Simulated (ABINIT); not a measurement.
The system is Sn.

```
Sn
1.0
     0.00000    3.23334    3.23334
     3.23334    0.00000    3.23334
     3.23334    3.23334    0.00000
Sn
2
Direct
  0.75000 0.75000 0.75000
  0.50000 0.50000 0.50000
```

This isn't the form of Sn at room conditions, which is tetragonal (white tin).

Base run:

```yaml
Program: ABINIT 10.8.3 (patched build)
Functional: PBE
Potentials_or_basis: PseudoDojo NC SR PBE v0.4.1 standard
Cutoff: 952 eV
k_mesh: 5 × 5 × 5
Occupations: fermi-dirac, width 0.05 eV
Spin: no spin polarisation
```

Its results: band gap on the k mesh none (metal or under the smearing width); pressure 4.0 GPa.

Q: The run is repeated on the same cell with these changes: functional from PBE to PBEsol; potentials or basis from PseudoDojo NC SR PBE v0.4.1 standard to PseudoDojo NC SR PBEsol v0.4.1 standard; cutoff from 952 eV to 871 eV. What comes out?

A: Band gap on the k mesh none (metal or under the smearing width); pressure 0.8 GPa.
